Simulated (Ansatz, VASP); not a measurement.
**AlN (e600) in VASP and in Ansatz**

Contents of INCAR:

```
PREC = Accurate
ENCUT = 520
EDIFF = 1E-7
ISMEAR = 0
SIGMA = 0.1
LREAL = F
LASPH = T
NELM = 100
ALGO = Normal
ISIF = 2
LWAVE = F
LCHARG = T
GGA = PE
LELF = T
LVHAR = T
NBANDS = 16
```

KPOINTS

```
regular mesh
0
Gamma
  6 6 4
```

Contents of POSCAR:

```
AlN
1.0
    3.1130000000      0.0000000000      0.0000000000
   -1.5565000000      2.6959370820      0.0000000000
    0.0000000000      0.0000000000      4.9810000000
Al N
2 2
Direct
    0.3333333333      0.6666666667      0.0000000000
    0.6666666667      0.3333333333      0.5000000000
    0.3333333333      0.6666666667      0.3800000000
    0.6666666667      0.3333333333      0.8800000000
```

Input for Ansatz:

```yaml
crystal:
  lattice:
    - [3.113, 0.0, 0.0]
    - [-1.5565, 2.695937082, 0.0]
    - [0.0, 0.0, 4.981]
  atoms:
    - { symbol: Al, position: [0.3333333333, 0.6666666667, 0.0] }
    - { symbol: Al, position: [0.6666666667, 0.3333333333, 0.5] }
    - { symbol: "N", position: [0.3333333333, 0.6666666667, 0.38] }
    - { symbol: "N", position: [0.6666666667, 0.3333333333, 0.88] }
basis:
  ecutwfc: 600.0
kpoints:
  mp_grid: { grid: [6, 6, 4] }
hamiltonian:
  xc: pbe
scf:
  occupations: { method: gaussian, width: 0.1 }
output:
  forces: true
  stress: true
  eigenvalues: true
```

Alike in both runs: task single point; functional PBE; k mesh 6 × 6 × 4; occupations gaussian, width 0.1 eV; no spin polarisation.

|  | VASP | Ansatz |
| --- | --- | --- |
| version | VASP 6.6.1 | Ansatz 0.2.0 |
| potentials or method | VASP PAW PBE potentials, release 64 (Al, N) | scalar-relativistic, plane waves, PAW |
| plane-wave cutoff (eV) | 520 | 600 |
| valence electrons in the cell | 16 | 16 |

|  | VASP | Ansatz | Ansatz less VASP |
| --- | --- | --- | --- |
| gap on the k mesh at the Fermi level (eV) | 4.22 | 4.21 | -0.009 |
| least direct gap on the mesh (eV) | 4.22 | 4.21 | -0.009 |
| pressure (GPa) | 3.5 | 3.7 | +0.25 |
| largest component of the traceless stress (GPa) | 1.09 | 1.04 | -0.042 |
| rms of the force components (eV/Å) | 0.075 | 0.075 | +0.0002 |

Atom by atom the forces differ by 0.000 eV/Å (rms over components). The functional is the same, so the differences come from potentials, cutoffs and numerics.

A hybrid or GW would open this gap; PBE tends to underestimate it.
